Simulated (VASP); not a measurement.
# Ge (Fmmm) in VASP: settings compared, part 2 of 2

VASP 6.6.1.

## (4) Band structure, BLYP

INCAR

```
PREC = Accurate
ENCUT = 520
EDIFF = 1E-7
ISMEAR = -1
SIGMA = 0.05
LREAL = False
LASPH = True
NELM = 100
ALGO = Normal
ISIF = 2
LWAVE = False
LCHARG = False
GGA = B5
ALDAX = 1.0
AGGAX = 1.0
AGGAC = 1.0
ALDAC = 0.0
```

KPOINTS

```
regular mesh
0
Gamma
  5 5 5
```

POSCAR

```
Ge
1.0
    0.0000000000      2.8857400000      5.1156650000
    2.6304970000      0.0000000000      5.1156650000
    2.6304970000      2.8857400000      0.0000000000
Ge
4
Direct
    0.7264900000      0.2735100000      0.7264900000
    0.2735100000      0.7264900000      0.2735100000
    0.2181330000      0.2181330000      0.7818670000
    0.7818670000      0.7818670000      0.2181330000
```

KPOINTS_OPT

```
path GYCDXGZD1HC,C1Z,XH1,HY,LG
10
line-mode
reciprocal
 0.0000000000  0.0000000000  0.0000000000  G
 0.5000000000  0.0000000000  0.5000000000  Y

 0.5000000000  0.0000000000  0.5000000000  Y
 0.5000000000  0.1083705569  0.6083705569  C

 0.5000000000  0.1083705569  0.6083705569  C
 0.0286819066  0.5000000000  0.5286819066  D

 0.0286819066  0.5000000000  0.5286819066  D
 0.0000000000  0.5000000000  0.5000000000  X

 0.0000000000  0.5000000000  0.5000000000  X
 0.0000000000  0.0000000000  0.0000000000  G

 0.0000000000  0.0000000000  0.0000000000  G
 0.5000000000  0.5000000000  0.0000000000  Z

 0.5000000000  0.5000000000  0.0000000000  Z
 0.9713180934  0.5000000000  0.4713180934  D1

 0.9713180934  0.5000000000  0.4713180934  D1
 0.9098640972  0.4098640972  0.5000000000  H

 0.9098640972  0.4098640972  0.5000000000  H
 0.5000000000  0.1083705569  0.6083705569  C

 0.5000000000  0.8916294431  0.3916294431  C1
 0.5000000000  0.5000000000  0.0000000000  Z

 0.0000000000  0.5000000000  0.5000000000  X
 0.0901359028  0.5901359028  0.5000000000  H1

 0.9098640972  0.4098640972  0.5000000000  H
 0.5000000000  0.0000000000  0.5000000000  Y

 0.5000000000  0.5000000000  0.5000000000  L
 0.0000000000  0.0000000000  0.0000000000  G
```

Command:

```
> cat potpaw_PBE.64/Ge_d/POTCAR > POTCAR
> mpirun -np 1 vasp_std > vasp.out
```

It took 7 min on 1 thread of Intel Xeon Platinum 8559C (Emerald Rapids), shared host; peak memory 0.28 GiB.

Results (log left out):

| Property | Result |
| --- | --- |
| Free energy | -13.6261 eV |
| Pressure | 6.1 GPa |
| Largest force | 0.117 eV/Å |
| Band gap along the path | none (metal or under the smearing width) |

Forces on the atoms (eV/Å):
```
Ge   0.000 -0.025  0.000
Ge   0.000  0.025  0.000
Ge   0.000  0.000 -0.117
Ge   0.000  0.000  0.117
```

Stress tensor (GPa, compression positive):
```
6.72 0.00 0.00
0.00 5.74 0.00
0.00 0.00 5.86
```

Levels at the corners of the path, in eV from the Fermi level:
| point | band 27 | band 28 | band 29 | band 30 | band 31 | band 32 |
| --- | --- | --- | --- | --- | --- | --- |
| Γ | -1.88 | -1.75 | -1.55 | 3.38 | 4.04 | 4.21 |
| Y | -3.05 | -2.52 | -1.05 | -0.61 | 3.52 | 4.69 |
| Y | -3.05 | -2.52 | -1.05 | -0.61 | 3.52 | 4.69 |
| C | -2.51 | -2.28 | -0.82 | -0.28 | 2.86 | 3.71 |
| C | -2.51 | -2.28 | -0.82 | -0.28 | 2.86 | 3.71 |
| D | -3.46 | -1.93 | -1.75 | 3.23 | 3.72 | 3.97 |
| D | -3.46 | -1.93 | -1.75 | 3.23 | 3.72 | 3.97 |
| X | -3.48 | -1.95 | -1.76 | 3.22 | 3.80 | 4.06 |
| X | -3.48 | -1.95 | -1.76 | 3.22 | 3.80 | 4.06 |
| Γ | -1.88 | -1.75 | -1.55 | 3.38 | 4.04 | 4.21 |
| Γ | -1.88 | -1.75 | -1.55 | 3.38 | 4.04 | 4.21 |
| Z | -0.16 | 0.46 | 1.13 | 1.17 | 2.02 | 2.80 |
| Z | -0.16 | 0.46 | 1.13 | 1.17 | 2.02 | 2.80 |
| D1 | -3.46 | -1.93 | -1.75 | 3.23 | 3.72 | 3.97 |
| D1 | -3.46 | -1.93 | -1.75 | 3.23 | 3.72 | 3.97 |
| H | -3.78 | -1.92 | -1.48 | 3.23 | 3.46 | 3.46 |
| H | -3.78 | -1.92 | -1.48 | 3.23 | 3.46 | 3.46 |
| C | -2.51 | -2.28 | -0.82 | -0.28 | 2.86 | 3.71 |
| C1 | -2.51 | -2.28 | -0.82 | -0.28 | 2.86 | 3.71 |
| Z | -0.16 | 0.46 | 1.13 | 1.17 | 2.02 | 2.80 |
| X | -3.48 | -1.95 | -1.76 | 3.22 | 3.80 | 4.06 |
| H1 | -3.78 | -1.92 | -1.48 | 3.23 | 3.46 | 3.46 |
| H | -3.78 | -1.92 | -1.48 | 3.23 | 3.46 | 3.46 |
| Y | -3.05 | -2.52 | -1.05 | -0.61 | 3.52 | 4.69 |
| L | -0.70 | 0.84 | 1.06 | 1.38 | 2.39 | 2.48 |
| Γ | -1.88 | -1.75 | -1.55 | 3.38 | 4.04 | 4.21 |

Caveat: the PAW data sets were made with another functional, which shifts forces and pressure a little.

## (5) Band structure, AM05

INCAR, as its differences from that of step 4:

```diff
@@ -12,6 +12,2 @@
 LCHARG = False
-GGA = B5
-ALDAX = 1.0
-AGGAX = 1.0
-AGGAC = 1.0
-ALDAC = 0.0
+GGA = AM
```

KPOINTS is that of step 4.

POSCAR is that of step 4.

KPOINTS_OPT is that of step 4.

Command:

```
> cat potpaw_PBE.64/Ge_d/POTCAR > POTCAR
> mpirun -np 1 vasp_std > vasp.out
```

It took 6.9 min on 1 thread of Intel Xeon Platinum 8559C (Emerald Rapids), shared host; peak memory 0.28 GiB.

Results (log left out):

- Free energy: -17.9352 eV
- Pressure: -4.2 GPa
- Largest force: 0.088 eV/Å
- Band gap along the path: none (metal or under the smearing width)

Forces on the atoms (eV/Å):
```
Ge   0.000 -0.041  0.000
Ge   0.000  0.041  0.000
Ge   0.000  0.000 -0.088
Ge   0.000  0.000  0.088
```

Stress tensor (GPa, compression positive):
```
-4.04  0.00  0.00
 0.00 -4.36  0.00
 0.00  0.00 -4.30
```

Levels at the corners of the path, in eV from the Fermi level:
```csv
point,band 27,band 28,band 29,band 30,band 31,band 32
Γ,-1.87,-1.72,-1.52,2.96,3.71,4.16
Y,-3.07,-2.55,-1.14,-0.74,3.68,4.82
Y,-3.07,-2.55,-1.14,-0.74,3.68,4.82
C,-2.56,-2.31,-0.90,-0.41,2.96,3.75
C,-2.56,-2.31,-0.90,-0.41,2.96,3.75
D,-3.33,-1.93,-1.75,2.84,3.80,4.04
D,-3.33,-1.93,-1.75,2.84,3.80,4.04
X,-3.35,-1.95,-1.76,2.82,3.89,4.13
X,-3.35,-1.95,-1.76,2.82,3.89,4.13
Γ,-1.87,-1.72,-1.52,2.96,3.71,4.16
Γ,-1.87,-1.72,-1.52,2.96,3.71,4.16
Z,-0.12,0.62,1.12,1.29,2.11,2.82
Z,-0.12,0.62,1.12,1.29,2.11,2.82
D1,-3.33,-1.93,-1.75,2.84,3.80,4.04
D1,-3.33,-1.93,-1.75,2.84,3.80,4.04
H,-3.71,-1.93,-1.43,3.08,3.27,3.48
H,-3.71,-1.93,-1.43,3.08,3.27,3.48
C,-2.56,-2.31,-0.90,-0.41,2.96,3.75
C1,-2.56,-2.31,-0.90,-0.41,2.96,3.75
Z,-0.12,0.62,1.12,1.29,2.11,2.82
X,-3.35,-1.95,-1.76,2.82,3.89,4.13
H1,-3.71,-1.93,-1.43,3.08,3.27,3.48
H,-3.71,-1.93,-1.43,3.08,3.27,3.48
Y,-3.07,-2.55,-1.14,-0.74,3.68,4.82
L,-0.71,0.87,1.07,1.24,2.39,2.47
Γ,-1.87,-1.72,-1.52,2.96,3.71,4.16
```

Caveat: the PAW data sets were made with another functional, which shifts forces and pressure a little.

## (6) Band structure, PW91

INCAR, as its differences from that of step 5:

```diff
@@ -12,2 +12,2 @@
 LCHARG = False
-GGA = AM
+GGA = 91
```

KPOINTS is that of step 5.

POSCAR is that of step 5.

KPOINTS_OPT is that of step 5.

Potentials or basis: VASP PAW PBE potentials, release 64 (Ge_d).

Command:

```
> cat potpaw_PBE.64/Ge_d/POTCAR > POTCAR
> mpirun -np 1 vasp_std > vasp.out
```

OUTCAR:

```text
PREC = Accurate
   ENCUT = 520
   EDIFF = 1E-7
   ISMEAR = -1
   LREAL = False
   LASPH = True
   NELM = 100
   ISIF = 2
   GGA = 91

 ion  position               nearest neighbor table
   1  0.726  0.274  0.726-   2 2.61   2 2.64   2 2.64   3 2.73   4 2.73
   2  0.274  0.726  0.274-   1 2.61   1 2.64   1 2.64   3 2.73   4 2.73
   3  0.218  0.218  0.782-   4 2.71   4 2.71   1 2.73   2 2.73
   4  0.782  0.782  0.218-   3 2.71   3 2.71   1 2.73   2 2.73

  LATTYP: Found a face centered orthorhombic cell.
 ALAT       =     5.2609940000
 B/A-ratio  =     1.0970322338
 C/A-ratio  =     1.9447522654

  Lattice vectors:

 A1 = (   0.0000000000,   2.8857400000,   5.1156650000)
 A2 = (   2.6304970000,   0.0000000000,   5.1156650000)
 A3 = (   2.6304970000,   2.8857400000,   0.0000000000)

Analysis of symmetry for initial positions (statically):
=====================================================================
 Subroutine PRICEL returns:
 Original cell was already a primitive cell.

 Routine SETGRP: Setting up the symmetry group for a
 face centered orthorhombic supercell.

[... 169 lines left out ...]
  energy without entropy =      -17.08970182  energy(sigma->0) =      -17.10085992

 E-fermi :   6.1803     XC(G=0): -11.1062

 val. band max:        6.1540652220   @ k =  -0.4000   0.0000   0.4000
 cond. band min:       6.2654854156   @ k =   0.2000  -0.0000   0.0000
 fundamental gap:      0.1114201935
 Fermi energy:         6.1803039170

 k-point     1 :       0.0000    0.0000    0.0000
  band No.  band energies     occupation
      1     -18.5127      2.00000
      2     -18.4891      2.00000
      3     -18.4446      2.00000
      4     -18.4359      2.00000
      5     -18.4342      2.00000
      6     -18.4318      2.00000
[... 853 lines left out ...]
     32      11.3779      0.00000
     33      12.3320      0.00000

 [... further k-points ...]

------------------------ aborting loop because EDIFF is reached ----------------------------------------

  FORCE on cell =-STRESS in cart. coord.  units (eV):
  Direction    XX          YY          ZZ          XY          YZ          ZX
  --------------------------------------------------------------------------------------
  -------------------------------------------------------------------------------------
  Total        0.2291412     -0.0288979     -0.0150361      0.0000000      0.0000000      0.0000000
  in kB        4.7270117     -0.5961430     -0.3101834      0.0000000      0.0000000      0.0000000
  external PRESSURE =       1.2735618 kB  Pullay stress =       0.0000000 kB

 VOLUME and BASIS-vectors are now :
 -----------------------------------------------------------------------------
  energy-cutoff  :      520.00
  volume of cell :       77.67
      direct lattice vectors                 reciprocal lattice vectors
     0.000000000  2.885740000  5.115665000    -0.190078149  0.173265783  0.097739004
     2.630497000  0.000000000  5.115665000     0.190078149 -0.173265783  0.097739004
     2.630497000  2.885740000  0.000000000     0.190078149  0.173265783 -0.097739004

 POSITION                                       TOTAL-FORCE (eV/Angst)
 -----------------------------------------------------------------------------------
      2.63050      4.19292      5.11566         0.000000     -0.037032      0.000000
      2.63050      1.57856      5.11566         0.000000      0.037032      0.000000
      2.63050      2.88574      2.23179         0.000000      0.000000     -0.089230
      2.63050      2.88574      7.99954         0.000000      0.000000      0.089230
 -----------------------------------------------------------------------------------
    total drift:                                0.000000      0.000000      0.000000

  FREE ENERGIE OF THE ION-ELECTRON SYSTEM (eV)
  ---------------------------------------------------
  free  energy   TOTEN  =       -17.1120180276 eV

  energy  without entropy=      -17.0897018215  energy(sigma->0) =      -17.10085992
```

stdout:

```text
POSCAR found type information on POSCAR Ge
 POSCAR found :  1 types and       4 ions
 scaLAPACK will be used
 -----------------------------------------------------------------------------
|                                                                             |
|                                                                             |
|     You enforced a specific xc type in the INCAR file but a different       |
|     I HOPE YOU KNOW WHAT YOU ARE DOING!                                     |
|                                                                             |
 -----------------------------------------------------------------------------

 LDA part: xc-table for (Slater(with rela. corr.)+CA(PZ))
 , standard interpolation
 POSCAR, INCAR and KPOINTS ok, starting setup
 FFT: planning ... GRIDC
 FFT: planning ... GRID_SOFT
 FFT: planning ... GRID
 WAVECAR not read
 entering main loop
 Start KPOINTS_OPT (optional k-point list driver)
k-point batch [1-27\130]
k-point batch [28-54\130]
k-point batch [55-81\130]
k-point batch [82-108\130]
k-point batch [109-130\130]
```

Run time: 6 min. Hardware: 1 thread of Intel Xeon Platinum 8559C (Emerald Rapids), shared host; peak memory 0.28 GiB.

Results:

* Free energy: -17.1120 eV
* Pressure: 0.1 GPa
* Largest force: 0.089 eV/Å
* Band gap along the path: none (metal or under the smearing width)

Forces in eV/Å, atoms in the order of the input:
```
Ge   0.000 -0.037  0.000
Ge   0.000  0.037  0.000
Ge   0.000  0.000 -0.089
Ge   0.000  0.000  0.089
```

Levels at the corners of the path, in eV from the Fermi level:
| point | band 26 | band 27 | band 28 | band 29 | band 30 | band 31 | band 32 | band 33 |
| --- | --- | --- | --- | --- | --- | --- | --- | --- |
| Γ | -2.23 | -1.87 | -1.74 | -1.53 | 3.09 | 3.86 | 4.13 | 6.30 |
| Y | -4.01 | -3.06 | -2.54 | -1.11 | -0.70 | 3.64 | 4.79 | 7.14 |
| Y | -4.01 | -3.06 | -2.54 | -1.11 | -0.70 | 3.64 | 4.79 | 7.14 |
| C | -2.64 | -2.54 | -2.30 | -0.88 | -0.37 | 2.94 | 3.75 | 7.68 |
| C | -2.64 | -2.54 | -2.30 | -0.88 | -0.37 | 2.94 | 3.75 | 7.81 |
| D | -5.01 | -3.36 | -1.94 | -1.75 | 2.96 | 3.78 | 4.02 | 6.06 |
| D | -5.01 | -3.36 | -1.94 | -1.75 | 2.96 | 3.78 | 4.02 | 6.11 |
| X | -5.11 | -3.38 | -1.95 | -1.76 | 2.94 | 3.86 | 4.12 | 6.00 |
| X | -5.11 | -3.38 | -1.95 | -1.76 | 2.94 | 3.86 | 4.12 | 6.17 |
| Γ | -2.23 | -1.87 | -1.74 | -1.53 | 3.09 | 3.86 | 4.13 | 6.30 |
| Γ | -2.23 | -1.87 | -1.74 | -1.53 | 3.09 | 3.86 | 4.13 | 6.30 |
| Z | -1.76 | -0.13 | 0.58 | 1.14 | 1.25 | 2.08 | 2.82 | 5.10 |
| Z | -1.76 | -0.13 | 0.58 | 1.14 | 1.25 | 2.08 | 2.82 | 5.10 |
| D1 | -5.01 | -3.36 | -1.94 | -1.75 | 2.96 | 3.78 | 4.02 | 6.12 |
| D1 | -5.01 | -3.36 | -1.94 | -1.75 | 2.96 | 3.78 | 4.02 | 6.06 |
| H | -4.98 | -3.73 | -1.93 | -1.44 | 3.19 | 3.26 | 3.48 | 6.50 |
| H | -4.98 | -3.73 | -1.93 | -1.44 | 3.19 | 3.26 | 3.48 | 6.48 |
| C | -2.64 | -2.54 | -2.30 | -0.88 | -0.37 | 2.94 | 3.75 | 7.68 |
| C1 | -2.64 | -2.54 | -2.30 | -0.88 | -0.37 | 2.94 | 3.75 | 7.68 |
| Z | -1.76 | -0.13 | 0.58 | 1.14 | 1.25 | 2.08 | 2.82 | 5.10 |
| X | -5.11 | -3.38 | -1.95 | -1.76 | 2.94 | 3.86 | 4.12 | 6.01 |
| H1 | -4.98 | -3.73 | -1.93 | -1.44 | 3.19 | 3.26 | 3.48 | 6.48 |
| H | -4.98 | -3.73 | -1.93 | -1.44 | 3.19 | 3.26 | 3.48 | 6.48 |
| Y | -4.01 | -3.06 | -2.54 | -1.11 | -0.70 | 3.64 | 4.79 | 7.14 |
| L | -1.52 | -0.71 | 0.86 | 1.07 | 1.28 | 2.40 | 2.48 | 3.54 |
| Γ | -2.23 | -1.87 | -1.74 | -1.53 | 3.09 | 3.86 | 4.13 | 6.30 |

Caveat: the PAW data sets were made with another functional, which shifts forces and pressure a little.

## (7) Overview

| level | pressure (GPa) | largest force (eV/Å) |
| --- | --- | --- |
| RPBE | 1.5 | 0.07 |
| revPBE | 1.0 | 0.07 |
| BLYP | 6.1 | 0.12 |
| AM05 | -4.2 | 0.09 |
| PW91 | 0.1 | 0.09 |

Alike in all rows: task band structure; potentials or basis VASP PAW PBE potentials, release 64 (Ge_d); no spin polarisation; cell as given; k mesh 5 × 5 × 5; cutoff (eV) 520; smearing fermi-dirac 0.05 eV.

The pressure there spans -4.2 GPa (AM05) to 6.1 GPa (BLYP); a positive pressure means that this level wants a larger cell, a negative one a smaller.

Caveats: the PAW data sets were made with another functional, which shifts forces and pressure a little.

Total energies depend on the potentials used, so only differences within one code and one set of settings carry meaning.
